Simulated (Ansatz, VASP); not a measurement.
One calculation of Ga, two programs

```xyz
2
Lattice="1.3830 -4.0265 0.0000 1.3830 4.0265 0.0000 -0.1174 0.0000 3.3299" Properties=species:S:1:pos:R:3 pbc="T T T"
Ga    1.2589    2.9790    2.4919
Ga    1.3540   -2.9564    0.7880
```

Change from the starting cell: atoms moved at random, drawn with an rms of 0.05 Å.

Alike in both runs: task single point; functional PBEsol; k mesh 10 × 10 × 8; occupations fermi-dirac, width 0.05 eV; no spin polarisation.

|  | VASP | Ansatz |
| --- | --- | --- |
| version | VASP 6.6.1 | Ansatz 0.2.0 |
| potentials or method | VASP PAW PBE potentials, release 64 (Ga_d) | Ansatz PAW |
| plane-wave cutoff (eV) | 520 | 420 |
| valence electrons in the cell | 26 | 26 |

```csv
,VASP,Ansatz,Ansatz less VASP
gap on the k mesh at the Fermi level (eV),none,none,-
pressure (GPa),-1.9,-2.0,-0.06
largest component of the traceless stress (GPa),0.84,0.83,-0.010
rms of the force components (eV/Å),0.102,0.103,+0.0005
```

Atom by atom the forces differ by 0.001 eV/Å (rms over components). A gap of «none» marks a metal or a gap that the smearing closes. The functional is the same, so the differences come from potentials, cutoffs and numerics.

Caveats: the PAW data sets were made with another functional, which shifts forces and pressure a little (VASP); the PAW data sets come from PBE, with cores solved anew for the run's functional, which leaves a small shift of forces and pressure (Ansatz).
